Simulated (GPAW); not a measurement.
# Zn (P6_3/mmc) in GPAW: reference runs, part 2 of 2

GPAW 26.7.0. The steps go on from the part before.

### 4 Equation of state, PBEsol

run.py

```python
from ase import Atoms
from ase.eos import EquationOfState
from ase.io import Trajectory
from ase.units import GPa
from gpaw import GPAW, PW, setup_paths

setup_paths.insert(0, '.')

atoms = Atoms(['Zn', 'Zn'],
              cell=[[2.67, 0.0, 0.0],
                    [-1.335, 2.3122878281, 0.0],
                    [0.0, 0.0, 4.966]],
              scaled_positions=[[0.6666666667, 0.3333333333, 0.75],
                                [0.3333333333, 0.6666666667, 0.25]],
              pbc=True)

traj = Trajectory('eos.traj', 'w')
volumes, energies = [], []
for x in [0.94, 0.96, 0.98, 1.0, 1.02, 1.04, 1.06]:
    a = atoms.copy()
    a.set_cell(atoms.cell * x**(1 / 3), scale_atoms=True)
    calc = GPAW(mode=PW(600),
                xc='PBEsol',
                kpts={'size': (11, 11, 6), 'gamma': True},
                occupations={'name': 'fermi-dirac', 'width': 0.05},
                nbands=21,
                convergence={'density': 1e-05, 'energy': 1e-05},
                maxiter=150,
                txt=f'eos-{x:.2f}.txt')
    a.calc = calc
    energies.append(a.get_potential_energy(force_consistent=True))
    volumes.append(a.get_volume())
    p = -a.get_stress()[:3].mean() / GPa
    calc.write(f'eos-{x:.2f}.gpw')
    traj.write(a)
    print(f'{x:.2f} {volumes[-1]:10.4f} A^3 {energies[-1]:14.6f} eV {p:9.3f} GPa', flush=True)

v0, e0, B = EquationOfState(volumes, energies, eos='birchmurnaghan').fit()
print(f'V0 = {v0:.4f} A^3, E0 = {e0:.6f} eV, B0 = {B / GPa:.2f} GPa')
```

Potentials or basis: PAW data sets generated in the run's folder for this functional, pw.

The run is started by

```console
$ gpaw-setup -f PBEsol Zn
$ OMP_NUM_THREADS=1 python run.py
```

Log:

```text
__  _  _
 | _ |_)|_||  |
 |__||  | ||/\| - 26.7.0

Input parameters:
  mode=PW(ecut=600.0),
  convergence={'density': 1e-05, 'energy': 1e-05},
  kpts=MonkhorstPack(size=(11, 11, 6), gamma=True),
  maxiter=150,
  nbands=21,
  occupations=Occupations(name='fermi-dirac', width=0.05),
  xc=XC(name='PBEsol')

Diagonalizing LCAO Hamiltonian
Converting LCAO to pw mode

          Zn

        Zn

Atoms  # Å, Bohr magnetons
|   | symbol |         x |        y |        z |    initial magnetic moments |
|---|--------|-----------|----------|----------|-----------------------------|
| 0 |     Zn |  1.307747 | 0.755028 | 3.648468 | ( 0.0000,  0.0000,  0.0000) |
| 1 |     Zn | -0.000000 | 1.510057 | 1.216156 | ( 0.0000,  0.0000,  0.0000) |

Unit cell  # Å
| periodic |         x |        y |        z |  lengths |     angles |
|----------|-----------|----------|----------|----------|------------|
|      yes |  2.615495 | 0.000000 | 0.000000 | 2.615495 |  90.000000 |
|      yes | -1.307747 | 2.265085 | 0.000000 | 2.615495 |  90.000000 |
|      yes |  0.000000 | 0.000000 | 4.864625 | 4.864625 | 120.000000 |

Number of symmetries: 12
Symmetry operations  # r_c * U_cc + t_c -> r_c
|    | kind |            matrix            |
|----|------|------------------------------|
|  0 |  σ   |  1, 1, 0,  0,-1, 0,  0, 0, 1 |
|  1 |  S6  |  1, 1, 0, -1, 0, 0,  0, 0,-1 |
|  2 |  E   |  1, 0, 0,  0, 1, 0,  0, 0, 1 |
|  3 |  C2  |  1, 0, 0, -1,-1, 0,  0, 0,-1 |
|  4 |  C2  |  0, 1, 0,  1, 0, 0,  0, 0,-1 |
|  5 |  C3  |  0, 1, 0, -1,-1, 0,  0, 0, 1 |
|  6 |  S6  |  0,-1, 0,  1, 1, 0,  0, 0,-1 |
|  7 |  σ   |  0,-1, 0, -1, 0, 0,  0, 0, 1 |
|  8 |  σ   | -1, 0, 0,  1, 1, 0,  0, 0, 1 |
|  9 |  i   | -1, 0, 0,  0,-1, 0,  0, 0,-1 |
| 10 |  C3  | -1,-1, 0,  1, 0, 0,  0, 0, 1 |
| 11 |  C2  | -1,-1, 0,  0, 1, 0,  0, 0,-1 |

BZ-sampling:
  Number of BZ points: 726
  Number of IBZ points: 84

  Monkhorst-Pack size: [11, 11, 6]
  Monkhorst-Pack shift: [0.0, 0.0, 0.08333333333333333]

K-points  # in reciprocal-cell coordinates
|     |                                coordinates |     weight |
|-----|--------------------------------------------|------------|
|   0 | (  0.00000000,   0.00000000,   0.00000000) | 0.00137741 |
|   1 | (  0.00000000,   0.00000000,   0.16666667) | 0.00275482 |
|   2 | (  0.00000000,   0.00000000,   0.33333333) | 0.00275482 |
|   3 | (  0.00000000,   0.00000000,   0.50000000) | 0.00137741 |
|   4 | (  0.09090909,   0.00000000,  -0.33333333) | 0.00826446 |
|   5 | (  0.09090909,   0.00000000,  -0.16666667) | 0.00826446 |
|   6 | (  0.09090909,   0.00000000,   0.00000000) | 0.00826446 |
|   7 | (  0.09090909,   0.00000000,   0.16666667) | 0.00826446 |
|   8 | (  0.09090909,   0.00000000,   0.33333333) | 0.00826446 |
|   9 | (  0.09090909,   0.00000000,   0.50000000) | 0.00826446 |
| ... |                                            |            |
|  83 | (  0.45454545,   0.45454545,   0.50000000) | 0.00826446 |

Plane wave coefficients: 974
Cutoff: 600.0 eV

Spin-components: 1 (collinear spins)
Bands:           21
Projectors:      12
Spin-degeneracy: 2
Datatype:        complex128

Parallelization:
  kpt:    1
  domain: 1
  band:   1

Density:
  Valence electrons: 24.0
  Components: 1
  Grid points: [15 15 28]
  Charge: 0.0  # |e|

Potential:
  Grid points: [15 15 28]

species:
  Zn:
    name:    Zinc
    Z:       30.0
    valence: 12
    core:    18
    charge:  0.0  # [|e|]
    compensation charges:
      type: gauss
      rc: 0.37  # [Å]
      lmax: 2
    cutoffs:
      filter: 2.14  # [Å]
      core: 2.28  # [Å]
    projectors
    | kind |    occ | energy [eV] | rcut [Å] |
    |------|--------|-------------|----------|
    |   4s |  2.000 |      -5.996 |    1.286 |
    |   4p |  0.000 |      -1.076 |    1.270 |
    |   3d | 10.000 |     -10.170 |    1.180 |
    |    s |        |      21.215 |    1.286 |
    |    p |        |      26.135 |    1.270 |
    |    d |        |      17.041 |    1.180 |

    Using partial waves for Zn as LCAO basis

Reference energy: -97645.491220  # eV

eigensolver:
[... 26 lines left out ...]
convergence criteria:
- Maximum integral of absolute [dens]ity change: 1e-05 electrons / valence electron
- Maximum [total energy] change in last 3 cyles: 1e-05 eV / valence electron
- Maximum integral of absolute [eigenst]ate change: 4e-08 eV^2 / valence electron
maximum number of iterations: 150

SCF iterations
|iter     | |      energy | eigst |  dens |
|---------|-|-------------|-------|-------|
|iter:   1| |   -3.524981 | +0.24 |       |
|iter:   2| |   -3.460936 | -2.64 | -1.37 |
|iter:   3| |   -3.308331 | -1.71 | -1.42 |
|iter:   4| |   -3.312276 | -3.27 | -1.90 |
|iter:   5| |   -3.313619 | -3.27 | -2.24 |
|iter:   6| |   -3.313693 | -5.13 | -3.59 |
|iter:   7| |   -3.313708c| -5.86 | -3.77 |
|iter:   8| |   -3.313708c| -7.41c| -4.42 |
|iter:   9| |   -3.313708c| -8.14c| -4.85 |
|iter:  10| |   -3.313708c| -7.77c| -5.62c|

Converged in 10 steps
Energy contributions relative to reference atoms: (reference = -97645.491220)

Energy contributions:
  Kinetic:          -5.142952
  Coulomb:           8.473964
  Zero:             -0.069865
  External:          0.000000
  Xc:               -6.572516
  Entropy:          -0.004679
  Spinorbit:         0.000000
  ----------------------------
  Free energy:      -3.316048
  Extrapolated:     -3.313708

dipole moment: (-0.000000, -0.000000, -0.000000)  # |e|*Ang

Fermi level: 6.924
Eigenvalues  # (at kpt = [0.000, 0.000, 0.000])
| band index |      eig [eV] | occ [0-2] |
|------------|---------------|-----------|
|          0 |        -3.765 |     2.000 |
|        ... |               |           |
|          5 |        -0.633 |     2.000 |
|          6 |        -0.633 |     2.000 |
|          7 |        -0.271 |     2.000 |
|          8 |        -0.271 |     2.000 |
|          9 |        -0.043 |     2.000 |
|         10 |        -0.043 |     2.000 |
[... 8 lines left out ...]
|         19 |        26.759 |     0.000 |
|         20 |        27.928 |     0.000 |

No gap
No difference between direct/indirect transitions

Stress tensor  # eV/Ang^3
|        x |        y |        z |
|----------|----------|----------|
| 0.002960 | 0.000000 | 0.000000 |
| 0.000000 | 0.002960 | 0.000000 |
| 0.000000 | 0.000000 | 0.017541 |

# Writing to eos-0.94.gpw (mode='')
```

It took 3 min on 1 thread of Arm Neoverse V2, shared host; peak memory 0.35 GiB.

Results:

```yaml
Equilibrium_volume: "14.22 Å³/atom (rough: see the caveat)"
Bulk_modulus_at_fixed_shape_and_positions: 93 GPa (rough)
```

Energy against volume, from the lowest point:
| volume (Å³/atom) | energy (meV/atom) |
| --- | --- |
| 14.410 | 0.00 |
| 14.716 | 4.02 |
| 15.023 | 11.12 |
| 15.330 | 20.93 |
| 15.636 | 33.09 |
| 15.943 | 47.31 |
| 16.249 | 63.30 |

Caveat: the minimum lies outside the volumes run; the cell was scaled at fixed shape and fractional positions, which overstates the stiffness of a crystal with free parameters, most of all of layers and chains.

### 5 The runs side by side

```tsv
task	cell	gap on the mesh (eV)	pressure (GPa)
single point	as given	none	-5.8
single point	atoms moved at random, drawn with an rms of 0.05 Å	none	-5.8
equation of state	as given	-	-
```

Alike in all rows: level PBEsol; potentials or basis PAW data sets generated in the run's folder for this functional, pw; no spin polarisation; k mesh 11 × 11 × 6; cutoff (eV) 600; smearing fermi-dirac 0.05 eV.

Caveats: the minimum lies outside the volumes run (some runs); the cell was scaled at fixed shape and fractional positions, which overstates the stiffness of a crystal with free parameters, most of all of layers and chains (some runs).

Total energies depend on the potentials used, so only differences within one code and one set of settings carry meaning.
